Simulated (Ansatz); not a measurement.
# KBr (zincblende type): the dielectric function from several functionals

How does KBr (zincblende type) absorb light if electrons and holes don't interact? Plan: HSE06 for the gap; optics with PBE on 6×6×6; optics with r2SCAN on 6×6×6; optics with LDA on 6×6×6; optics with PBE and scissors to the HSE06 gap on 6×6×6; optics with PBE with spin-orbit coupling on 6×6×6.

Method: plane waves, PAW; no local fields, no excitons, in Ansatz 0.2.0.

## Step 1: The system as given

Symmetry: F-43m, No. 216, cubic system. The conventional cell has a = 7.377 Å, b = 7.377 Å, c = 7.377 Å, α = 90.00°, β = 90.00°, γ = 90.00°. Around K (site symmetry -43m) lie 4 Br at 3.19 Å. Around Br (site symmetry -43m) lie 4 K at 3.19 Å.

As a file:

```
CELL_PARAMETERS angstrom
0.00000 3.68830 3.68830
3.68830 0.00000 3.68830
3.68830 3.68830 0.00000
ATOMIC_POSITIONS crystal
K 0.00000 0.00000 0.00000
Br 0.25000 0.25000 0.25000
```

Cell and atoms come from an earlier r2SCAN relaxation.

## Step 2: The gap to aim at

input.yaml

```yaml
crystal:
  lattice:
    - [0.0, 3.6882992699, 3.6882992699]
    - [3.6882992699, 0.0, 3.6882992699]
    - [3.6882992699, 3.6882992699, 0.0]
  atoms:
    - { symbol: K, position: [0.0, 0.0, 0.0] }
    - { symbol: Br, position: [0.25, 0.25, 0.25] }
kpoints:
  mp_grid: { grid: [4, 4, 4] }
  band_path:
    path:
      - [0.0, 0.0, 0.0]
      - [-0.5, -0.5, 0.0]
      - [-0.375, -0.375, 0.25]
      - [-0.375, 0.0, 0.375]
      - [0.0, 0.0, 0.5]
      - [-0.5, -0.25, 0.25]
      - [0.0, 0.229167, -0.25]
    npoints: 1
hamiltonian:
  xc: hse06
scf:
  occupations: { method: fixed }
  n_extra_bands: 4
output:
  forces: true
  stress: true
  eigenvalues: true
```

Launch:

```
> ansatz run input.yaml --threads 4 --pin off --max-ram 3686MiB --backend cpu --events-out ev --progress --plain --runs-dir out
```

The runs that follow: Optics, PBE; Optics, r2SCAN; Optics, LDA; Optics, PBE with a scissors shift; Optics, PBE with spin-orbit coupling.

**Question.** What will the summary of the whole plan be? Wanted: ε∞, PBE; ε∞, r2SCAN; ε∞, LDA; ε∞, PBE with spin-orbit coupling; tallest peak of ε₂, PBE; tallest peak of ε₂, r2SCAN; tallest peak of ε₂, LDA; tallest peak of ε₂, PBE with spin-orbit coupling; HSE06 direct gap.

**Answer**, as computed:

```
                                        quantity                                value
                                         ε∞, PBE                                 2.31
                                      ε∞, r2SCAN                                 2.17
                                         ε∞, LDA                                 2.38
                      ε∞, PBE + 1.11 eV scissors                                 2.16
                ε∞, PBE with spin-orbit coupling                                 2.31
                         tallest peak of ε₂, PBE  4.7 at 7.20 eV (complete to 7.8 eV)
                      tallest peak of ε₂, r2SCAN  4.6 at 7.80 eV (complete to 8.6 eV)
                         tallest peak of ε₂, LDA  4.7 at 6.95 eV (complete to 7.5 eV)
      tallest peak of ε₂, PBE + 1.11 eV scissors  4.6 at 8.30 eV (complete to 8.9 eV)
tallest peak of ε₂, PBE with spin-orbit coupling  3.8 at 7.10 eV (complete to 7.7 eV)
                                HSE06 direct gap                              5.41 eV
```

PBE + 1.11 eV scissors has the widest direct gap (5.41 eV) and LDA the narrowest (4.00 eV); ε∞ is 2.16 and 2.38: a wider gap screens less. Spin-orbit coupling moves the direct gap by -0.15 eV; ε∞ doesn't compare between these two runs, as the bands summed differ. Local fields and excitons are left out: both change ε∞, and without excitons the onset lacks its lines.
